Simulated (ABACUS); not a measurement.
# Li2S (Fm-3m) in ABACUS: a series of runs

Runs on Li2S. Level: PBEsol. Tasks: equation of state.

Program: ABACUS 3.10.1. These are calculated values, not measurements. Logs are shortened: lines on timing, memory, paths and dates and some standing lists are left out, and cuts for length are marked.

## Step 1: The crystal as given

Symmetry: Fm-3m, No. 225, cubic system. Conventional cell: a = 5.689 Å, b = 5.689 Å, c = 5.689 Å, α = 90.00°, β = 90.00°, γ = 90.00°. S (site symmetry m-3m) has 8 Li at 2.46 Å as nearest neighbours. Around Li (site symmetry -43m) lie 4 S at 2.46 Å.

## Step 2: Equation of state, PBEsol, 14.42 Å³/atom (volume scaled by 0.94)

Input file INPUT:

```
INPUT_PARAMETERS
suffix              Li2S
calculation         scf
basis_type          pw
pseudo_dir          ./
symmetry            1
dft_functional      pbesol
ecutwfc             74
pseudo_rcut         7
nspin               1
nbands              10
ks_solver           dav
smearing_method     fd
smearing_sigma      0.00367493
scf_thr             1e-08
scf_nmax            100
mixing_type         broyden
mixing_beta         0.7
cal_force           1
cal_stress          1
kpar                4
```

Input file STRU:

```
ATOMIC_SPECIES
S 32.0600 S_ONCV_PBE-1.2.upf
Li 6.9400 Li_ONCV_PBE-1.2.upf

LATTICE_CONSTANT
1.8897261246

LATTICE_VECTORS
0.0000000000 2.7864326862 2.7864326862
2.7864326862 0.0000000000 2.7864326862
2.7864326862 2.7864326862 0.0000000000

ATOMIC_POSITIONS
Cartesian

S
0.0
1
0.0000000000 0.0000000000 0.0000000000 1 1 1

Li
0.0
2
4.1796490293 4.1796490293 4.1796490293 1 1 1
1.3932163431 1.3932163431 1.3932163431 1 1 1
```

Input file KPT:

```
K_POINTS
0
Gamma
6 6 6 0 0 0
```

Potentials or basis: SG15 ONCV 1.2 PBE, plane waves.

The run is started by

```
$ OMP_NUM_THREADS=1 mpirun -np 4 abacus > log
```

running log:

```text
ABACUS v3.10.1

               Atomic-orbital Based Ab-initio Computation at UStc

 ------------------------------------------------------------------------------------

 READING GENERAL INFORMATION
                           global_out_dir = OUT.Li2S/
                           global_in_card = INPUT
                               pseudo_dir = ./
                              orbital_dir =
                                    DSIZE = 4
                                    GSIZE = 1

 READING UNITCELL INFORMATION
                                    ntype = 2
                  lattice constant (Bohr) = 1.88973
              lattice constant (Angstrom) = 1

 READING ATOM TYPE 1
                               atom label = S
                      L=0, number of zeta = 1
                      L=1, number of zeta = 1
                      L=2, number of zeta = 1
             number of atom for this type = 1

 READING ATOM TYPE 2
                               atom label = Li
                      L=0, number of zeta = 1
                      L=1, number of zeta = 1
                      L=2, number of zeta = 1
             number of atom for this type = 2

                        TOTAL ATOM NUMBER = 3
CARTESIAN COORDINATES ( UNIT =       1.889726124600 Bohr ).
    atom                   x                   y                   z     mag                  vx                  vy                  vz
tauc_S1            0.0000000000        0.0000000000        0.0000000000  0.0000        0.0000000000        0.0000000000        0.0000000000
tauc_Li1            4.1796490293        4.1796490293        4.1796490293  0.0000        0.0000000000        0.0000000000        0.0000000000
tauc_Li2            1.3932163431        1.3932163431        1.3932163431  0.0000        0.0000000000        0.0000000000        0.0000000000

                          Volume (Bohr^3) = 291.993
                             Volume (A^3) = 43.2688

 Lattice vectors: (Cartesian coordinate: in unit of a_0)
                   +0            +2.78643            +2.78643
             +2.78643                  +0            +2.78643
             +2.78643            +2.78643                  +0
 Reciprocal vectors: (Cartesian coordinate: in unit of 2 pi/a_0)
            -0.179441           +0.179441           +0.179441
            +0.179441           -0.179441           +0.179441
            +0.179441           +0.179441           -0.179441
 The esolver type has been set to : ksdft_pw

                PAO radial cut off (Bohr) = 7

 Read in pseudopotential file is S_ONCV_PBE-1.2.upf
                     pseudopotential type = NC
          exchange-correlation functional = PBE
                 nonlocal core correction = 0
                        valence electrons = 6
                                     lmax = 1
                           number of zeta = 0
                     number of projectors = 4
                           L of projector = 0
                           L of projector = 0
                           L of projector = 1
                           L of projector = 1
 XC functional updated to : pbesol
          exchange-correlation functional = PBESOL
                PAO radial cut off (Bohr) = 7

 Read in pseudopotential file is Li_ONCV_PBE-1.2.upf
                     pseudopotential type = NC
          exchange-correlation functional = PBE
                 nonlocal core correction = 0
                        valence electrons = 3
                                     lmax = 1
                           number of zeta = 0
                     number of projectors = 4
                           L of projector = 0
                           L of projector = 0
                           L of projector = 1
                           L of projector = 1
 XC functional updated to : pbesol
          exchange-correlation functional = PBESOL
     initial pseudo atomic orbital number = 0

 SETUP THE ELECTRONS NUMBER
             electron number of element S = 6
       total electron number of element S = 6
            electron number of element Li = 3
      total electron number of element Li = 6
            AUTOSET number of electrons:  = 12
                           occupied bands = 6
                                   NBANDS = 10
                                   NLOCAL = 27

%%%%%%%%%%%%%%%%%%%%%%%%%%%%%%%%%%%%%%%%%%%%%%%%%%%%%%%%%%%%%%%%%%%%%%%%%%%%%%%%%%%%%%%%%%%%%%%%%%%%%%%%%%
 Warning: the number of valence electrons in pseudopotential > 1 for Li: [He] 2s1
 Pseudopotentials with additional electrons can yield (more) accurate outcomes, but may be less efficient.
 If you're confident that your chosen pseudopotential is appropriate, you can safely ignore this warning.
%%%%%%%%%%%%%%%%%%%%%%%%%%%%%%%%%%%%%%%%%%%%%%%%%%%%%%%%%%%%%%%%%%%%%%%%%%%%%%%%%%%%%%%%%%%%%%%%%%%%%%%%%%

 SETUP THE PLANE WAVE BASIS
 energy cutoff for charge/potential (unit:Ry) = 296
            fft grid for charge/potential = [ 45, 45, 45 ]
                        fft grid division = [ 1, 1, 1 ]
[... 50 lines left out ...]
                              POINT GROUP = O_h
               POINT GROUP IN SPACE GROUP = O_h

 SETUP K-POINTS
                                    nspin = 1
                   Input type of k points = Monkhorst-Pack(Gamma)
                                   nkstot = 216
                       right hand lattice = 1
(for reciprocal lattice: )
                             BRAVAIS TYPE = 2
                     BRAVAIS LATTICE NAME = 02. Cubic I (body-centered)
                                    ibrav = 2
                       right hand lattice = 1
(for k-lattice: )
                             BRAVAIS TYPE = 2
                     BRAVAIS LATTICE NAME = 02. Cubic I (body-centered)
                                    ibrav = 2
                       right hand lattice = 1
                        ROTATION MATRICES = 48
                               nkstot_ibz = 16
K-POINTS REDUCTION ACCORDING TO SYMMETRY
     IBZ    DIRECT_X    DIRECT_Y    DIRECT_Z  WEIGHT  ibz2bz
       1  0.00000000  0.00000000  0.00000000  0.0046       0
       2  0.16666667  0.16666667  0.16666667  0.0370       1
       3  0.33333333  0.33333333  0.33333333  0.0370       2
       4  0.50000000  0.50000000  0.50000000  0.0185       3
       5  0.16666667  0.16666667  0.00000000  0.0278       7
       6  0.33333333  0.33333333  0.16666667  0.1111       8
[... 8 lines left out ...]
      15  0.50000000  0.33333333 -0.33333333  0.1111      52
      16  0.50000000  0.33333333 -0.16666667  0.0556      58

                               nkstot now = 16
[... K-POINTS DIRECT COORDINATES: 16 rows ...]

           k-point number in this process = 4
       minimum distributed K point number = 4
[... stars of the k points ...]

[... K-POINTS CARTESIAN COORDINATES: 4 rows ...]

[... K-POINTS DIRECT COORDINATES: 4 rows ...]

 SETUP PLANE WAVES FOR WAVE FUNCTIONS
     energy cutoff for wavefunc (unit:Ry) = 74
              fft grid for wave functions = [ 45, 45, 45 ]
                    number of plane waves = 3719
                         number of sticks = 313

 PARALLEL PW FOR WAVE FUNCTIONS
     PROC   COLUMNS(POT)             PW
        1            313           3719
 --------------- sum -------------------
        1            313           3719

 SETUP NONLOCAL PSEUDOPOTENTIALS IN PLANE WAVE BASIS
 S non-local projectors:
 projector 1 L=0
 projector 2 L=0
 projector 3 L=1
 projector 4 L=1
 Li non-local projectors:
 projector 1 L=0
 projector 2 L=0
 projector 3 L=1
 projector 4 L=1
      TOTAL NUMBER OF NONLOCAL PROJECTORS = 24

 Init Non-Local PseudoPotential table :
 Init Non-Local-Pseudopotential done.

                                     npwx = 3142

 -------------------------------------------
 SELF-CONSISTENT
 -------------------------------------------
                                 init_chg = atomic

 PW ALGORITHM --------------- ION=   1  ELEC=   1--------------------------------
 Notice: Threshold on eigenvalues was too large.
 hsover_error=0.12 > DRHO=0.0972876
 Origin diag ethr = 0.01
 New diag ethr = 0.00081073

 Density error is 0.0991954407346
                          Error Threshold = 0.000810729873243
----------------------------------------------------------
     Energy           Rydberg                 eV
----------------------------------------------------------
 E_KohnSham     -48.9950785560       -666.6122423187
 E_Harris       -48.9407854406       -665.8735465871
 E_Fermi        0.3016575838         4.1042619842
----------------------------------------------------------
[... 63 lines left out ...]
 Density error is 6.52014554638e-10
                          Error Threshold = 4.67288282405e-09
----------------------------------------------------------
     Energy           Rydberg                 eV
----------------------------------------------------------
 E_KohnSham     -49.0144379667       -666.8756406149
 E_KS(sigma->0) -49.0144379667       -666.8756406149
 E_Harris       -49.0143774940       -666.8748178412
 E_band         -12.5935254013       -171.3437033648
 E_one_elec     -16.0233936807       -218.0094553549
 E_Hartree      8.8736757075         120.7325518267
 E_xc           -11.0099774724       -149.7984284759
 E_Ewald        -30.8547425212       -419.8003086107
 E_entropy(-TS) -0.0000000000        -0.0000000000
 E_descf        0.0000000000         0.0000000000
 E_exx          0.0000000000         0.0000000000
 E_Fermi        0.2930203054         3.9867457829
----------------------------------------------------------

 charge density convergence is achieved
 final etot is -666.87564061 eV
 EFERMI = 3.9867457829 eV

 STATE ENERGY(eV) AND OCCUPATIONS    NSPIN == 1
 1/4 kpoint (Cartesian) = 0.0000 0.0000 0.0000 (3119 pws)
       1       -40.7634     0.00925926
       2       -40.7052     0.00925926
       3       -8.44490     0.00925926
       4        2.76216     0.00925926
       5        2.76216     0.00925926
       6        2.76216     0.00925926
       7        7.18923    1.41302e-30
       8        8.94584    7.80570e-46
       9        8.94584    7.80570e-46
      10        8.94584    7.80570e-46
[... 25 lines left out ...]
 4/4 kpoint (Cartesian) = 0.089720 0.089720 0.089720 (3142 pws)
       1       -40.7331      0.0370370
       2       -40.7330      0.0370370
       3       -7.95006      0.0370370
       4      -0.400702      0.0370370
       5        2.19635      0.0370370
       6        2.19635      0.0370370
       7        9.06669    2.78488e-46
       8        9.27161    4.62223e-48
       9        9.27161    4.62223e-48
      10        11.3206    7.37496e-66

------------------------------------------------------------------------------------------
 TOTAL-FORCE (eV/Angstrom)
------------------------------------------------------------------------------------------
                        S1         0.0000000000         0.0000000000         0.0000000000
                       Li1         0.0000000000         0.0000000000         0.0000000000
                       Li2         0.0000000000         0.0000000000         0.0000000000
------------------------------------------------------------------------------------------

----------------------------------------------------------------
 TOTAL-STRESS (KBAR)
----------------------------------------------------------------
        24.4208466301        -0.0000000000         0.0000000000
        -0.0000000000        24.4208466301         0.0000000000
        -0.0000000000         0.0000000000        24.4208466301
----------------------------------------------------------------
 TOTAL-PRESSURE: 24.420847 KBAR

 --------------------------------------------
 !FINAL_ETOT_IS -666.8756406148729639 eV
 --------------------------------------------
```

Run time: 3 s. Hardware: 4 MPI ranks of Intel Xeon Platinum 8488C (Sapphire Rapids), shared host; peak memory 0.32 GiB.

What came out:

- Free energy: -666.8756 eV
- Pressure: 2.4 GPa
- Band gap on the k mesh: 3.16 eV, indirect (least direct gap 4.43 eV)

Caveat: the potentials were made for another functional, which shifts forces and pressure.

## Step 3: Equation of state, PBEsol, 15.04 Å³/atom (volume scaled by 0.98)

INPUT is that of step 2.

Input file STRU:

```
ATOMIC_SPECIES
S 32.0600 S_ONCV_PBE-1.2.upf
Li 6.9400 Li_ONCV_PBE-1.2.upf

LATTICE_CONSTANT
1.8897261246

LATTICE_VECTORS
0.0000000000 2.8254088207 2.8254088207
2.8254088207 0.0000000000 2.8254088207
2.8254088207 2.8254088207 0.0000000000

ATOMIC_POSITIONS
Cartesian

S
0.0
1
0.0000000000 0.0000000000 0.0000000000 1 1 1

Li
0.0
2
4.2381132310 4.2381132310 4.2381132310 1 1 1
1.4127044104 1.4127044104 1.4127044104 1 1 1
```

KPT is that of step 2.

Potentials or basis: SG15 ONCV 1.2 PBE, plane waves.

The run is started by

```
$ OMP_NUM_THREADS=1 mpirun -np 4 abacus > log
```

It took 3 s on 4 MPI ranks of Intel Xeon Platinum 8488C (Sapphire Rapids), shared host; peak memory 0.32 GiB.

Results (log left out):

```
Free energy            : -666.8921 eV
Pressure               : 0.5 GPa
Band gap on the k mesh : 3.20 eV, indirect (least direct gap 4.21 eV)
```

Caveat: the potentials were made for another functional, which shifts forces and pressure.

## Step 4: Equation of state, PBEsol, 15.65 Å³/atom (volume scaled by 1.02)

INPUT is that of step 3.

Input file STRU:

```
ATOMIC_SPECIES
S 32.0600 S_ONCV_PBE-1.2.upf
Li 6.9400 Li_ONCV_PBE-1.2.upf

LATTICE_CONSTANT
1.8897261246

LATTICE_VECTORS
0.0000000000 2.8633382973 2.8633382973
2.8633382973 0.0000000000 2.8633382973
2.8633382973 2.8633382973 0.0000000000

ATOMIC_POSITIONS
Cartesian

S
0.0
1
0.0000000000 0.0000000000 0.0000000000 1 1 1

Li
0.0
2
4.2950074459 4.2950074459 4.2950074459 1 1 1
1.4316691486 1.4316691486 1.4316691486 1 1 1
```

KPT is that of step 3.

The run is started by

```
$ OMP_NUM_THREADS=1 mpirun -np 4 abacus > log
```

Wall time 3 s (4 MPI ranks of Intel Xeon Platinum 8488C (Sapphire Rapids), shared host); peak memory 0.32 GiB.

The run converged. Its results:

```yaml
Free_energy: -666.8879 eV
Pressure: -1.2 GPa
Band_gap_on_the_k_mesh: 3.22 eV, indirect (least direct gap 4.01 eV)
```

Caveat: the potentials were made for another functional, which shifts forces and pressure.

## Step 5: Equation of state, PBEsol, 16.26 Å³/atom (volume scaled by 1.06)

INPUT is that of step 4.

Input file STRU:

```
ATOMIC_SPECIES
S 32.0600 S_ONCV_PBE-1.2.upf
Li 6.9400 Li_ONCV_PBE-1.2.upf

LATTICE_CONSTANT
1.8897261246

LATTICE_VECTORS
0.0000000000 2.9002886734 2.9002886734
2.9002886734 0.0000000000 2.9002886734
2.9002886734 2.9002886734 0.0000000000

ATOMIC_POSITIONS
Cartesian

S
0.0
1
0.0000000000 0.0000000000 0.0000000000 1 1 1

Li
0.0
2
4.3504330101 4.3504330101 4.3504330101 1 1 1
1.4501443367 1.4501443367 1.4501443367 1 1 1
```

KPT is that of step 4.

The run is started by

```
$ OMP_NUM_THREADS=1 mpirun -np 4 abacus > log
```

It took 3.1 s on 4 MPI ranks of Intel Xeon Platinum 8488C (Sapphire Rapids), shared host; peak memory 0.32 GiB.

The run converged. Its results:

* Free energy: -666.8668 eV
* Pressure: -2.5 GPa
* Band gap on the k mesh: 3.25 eV, indirect (least direct gap 3.82 eV)

Caveat: the potentials were made for another functional, which shifts forces and pressure.

## Step 6: Equation of state, PBEsol

Potentials or basis: SG15 ONCV 1.2 PBE, plane waves.

This step only gathers the single runs of the series.

Results:

- Equilibrium volume: 15.20 Å³/atom
- Bulk modulus: 42 GPa
- Pressure derivative of the bulk modulus: 3.9 (rough: it moves with the points fitted)

Energy against volume, from the lowest point:
```csv
volume (Å³/atom),energy (meV/atom)
14.423,5.48
15.037,0.00
15.650,1.39
16.264,8.41
```

Caveat: the potentials were made for another functional, which shifts forces and pressure.
